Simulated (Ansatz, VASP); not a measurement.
## One calculation of Ge4N, two programs

INCAR

```
SYSTEM = Ge4N
  PREC = Accurate
  ENCUT = 600
  EDIFF = 1E-6
  ISMEAR = 0
  SIGMA = 0.1
  LREAL = .False.
  LASPH = .True.
  NELM = 80
  ALGO = Normal
  ISIF = 3
  LWAVE = .False.
  LCHARG = .False.
  GGA = PE
  IBRION = 2
  NSW = 90
  EDIFFG = -0.04
```

The input KPOINTS:

```
Automatic mesh
0
Gamma
  4 4 4
  0 0 0
```

The input POSCAR:

```
Ge4N
1.0
    4.6097555800      0.0000000000      0.0000000000
    0.0000000000      4.6097555800      0.0000000000
    0.0000000000      0.0000000000      4.6097555800
Ge N
4 1
Direct
    0.0000000000      0.5000000000      0.5000000000
    0.5000000000      0.0000000000      0.5000000000
    0.5000000000      0.5000000000      0.0000000000
    0.0000000000      0.0000000000      0.0000000000
    0.5000000000      0.5000000000      0.5000000000
```

Input for Ansatz:

```yaml
crystal:
  lattice:
    - [4.60975558, 0.0, 0.0]
    - [0.0, 4.60975558, 0.0]
    - [0.0, 0.0, 4.60975558]
  atoms:
    - { symbol: Ge, position: [0.0, 0.5, 0.5] }
    - { symbol: Ge, position: [0.5, 0.0, 0.5] }
    - { symbol: Ge, position: [0.5, 0.5, 0.0] }
    - { symbol: Ge, position: [0.0, 0.0, 0.0] }
    - { symbol: "N", position: [0.5, 0.5, 0.5] }
basis:
  ecutwfc: 420
kpoints:
  mp_grid: { grid: [4, 4, 4] }
hamiltonian:
  xc: pbe
scf:
  occupations: { method: gaussian, width: 0.1 }
  lower_state_search: "off"
output:
  forces: true
  stress: true
  eigenvalues: true
relax:
  adjacent_minimum: "off"
  f_tol: 0.04
  max_steps: 70
  cell: { stress_tol: 0.4 }
```

Alike in both runs: task relaxation of cell and atoms; functional PBE; k mesh 4 × 4 × 4; occupations gaussian, width 0.1 eV; no spin polarisation.

|  | VASP | Ansatz |
| --- | --- | --- |
| version | VASP 6.6.1 | Ansatz 0.2.0 |
| potentials or method | VASP PAW PBE potentials, release 64 (Ge_d, N) | scalar-relativistic, plane waves, PAW |
| plane-wave cutoff (eV) | 600 | 420 |
| valence electrons in the cell | 61 | 61 |

```csv
,VASP,Ansatz,Ansatz less VASP
"gap on the k mesh at the Fermi level, each at its own relaxed structure (eV)",none,none,-
relaxed volume (Å³/atom),17.10,17.15,+0.055
relaxed cell length with the largest relative difference (Å),4.405,4.410,+0.0048
energy change over the relaxation (meV/atom),-67,-67,-0.2
```

A gap of «none» marks a metal or a gap that the smearing closes.
